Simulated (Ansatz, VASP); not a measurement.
## H in VASP and in Ansatz

File INCAR:

```
  PREC = Accurate
  ENCUT = 520
  EDIFF = 1E-6
  ISMEAR = -1
  SIGMA = 0.05
  LREAL = False
  LASPH = True
  NELM = 100
  ALGO = Normal
  ISIF = 2
  LWAVE = False
  LCHARG = False
  GGA = PE
  NBANDS = 6
```

The input KPOINTS:

```
regular mesh
0
Gamma
  10 10 26
```

The input POSCAR:

```
H
1.0
    2.5966459641      0.0000000000      0.0000000000
    0.0000000000      2.6496387389      0.0000000000
    0.0000000000      0.0000000000      0.9804929200
H
1
Direct
    0.0000000000      0.0000000000      0.5000000000
```

File input.yaml:

```yaml
crystal:
  lattice:
    - [2.5966459641, 0.0, 0.0]
    - [0.0, 2.6496387389, 0.0]
    - [0.0, 0.0, 0.98049292]
  atoms:
    - { symbol: H, position: [0.0, 0.0, 0.5] }
hamiltonian:
  xc: pbe
  pseudopotentials: { kind: paw }
kpoints:
  mp_grid: { grid: [10, 10, 26] }
scf:
  occupations: { method: fermi_dirac, width: 0.05 }
output:
  forces: true
  stress: true
  eigenvalues: true
  write_density: true
  write_potential: true
  elf: true
  volumetric_format: npy
```

Change from the starting cell: strain = -0.02.

Alike in both runs: task single point; functional PBE; k mesh 10 × 10 × 26; occupations fermi-dirac, width 0.05 eV; no spin polarisation.

```csv
,VASP,Ansatz
version,VASP 6.6.1,Ansatz 0.2.0
potentials or method,"VASP PAW PBE potentials, release 64 (H)",Ansatz PAW
plane-wave cutoff (eV),520,420
valence electrons in the cell,1,1
```

|  | VASP | Ansatz | Ansatz less VASP |
| --- | --- | --- | --- |
| gap on the k mesh at the Fermi level (eV) | none | none | - |
| pressure (GPa) | 1.8 | 2.0 | +0.29 |
| largest component of the traceless stress (GPa) | 1.78 | 1.78 | 0.000 |

A gap of «none» marks a metal or a gap that the smearing closes. With one functional, cell and mesh, what is left measures potentials, basis and numerics.
